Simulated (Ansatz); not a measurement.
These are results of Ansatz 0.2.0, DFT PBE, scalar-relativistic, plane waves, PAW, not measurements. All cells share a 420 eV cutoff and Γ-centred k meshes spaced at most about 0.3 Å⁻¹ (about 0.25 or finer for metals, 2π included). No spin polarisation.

All energies are static (0 K, no zero-point motion).

Question: Order these relaxed structures of Zr₃S₂ by energy, lowest first, with the energy over the lowest of them.
A.

Space group P6/mmm (No. 191). a = 4.988 Å, b = 4.988 Å, c = 4.862 Å, α = 90.00°, β = 90.00°, γ = 120.00°
| atom | site | symmetry | x | y | z |
| --- | --- | --- | --- | --- | --- |
| Zr | 2d | -6m2 | 0.3333 | 0.6667 | 0.5000 |
| Zr | 1a | 6/mmm | 0.0000 | 0.0000 | 0.0000 |
| S | 2c | -6m2 | 0.3333 | 0.6667 | 0.0000 |

B.

Space group R32:H (No. 155). a = 5.790 Å, b = 5.790 Å, c = 10.441 Å, α = 90.00°, β = 90.00°, γ = 120.00°
```csv
atom,site,symmetry,x,y,z
Zr,9e,.2,0.9954,0.6667,0.1667
S,6c,3.,0.3333,0.6667,0.0015
```

Answer: B (0 meV/atom), A (573 meV/atom). Counting S atoms around Zr (those within 1.25 times the shortest such distance or 1.15 times the sum of covalent radii; a slash parts the counts of unlike sites): B has Zr 4; A has Zr 2/6. Origin: A, invented; B, reached from a Materials Project cell. The lowest form computed isn't among them: it has the anti-tetradymite type, space group R-3m (No. 166), 19.4 Å³/atom and lies 100 meV/atom below the best shown.

Cells relaxed within their symmetry can be saddle points. Some structure types and database cells were kept out of the candidates from the start, so a known form may be missing.
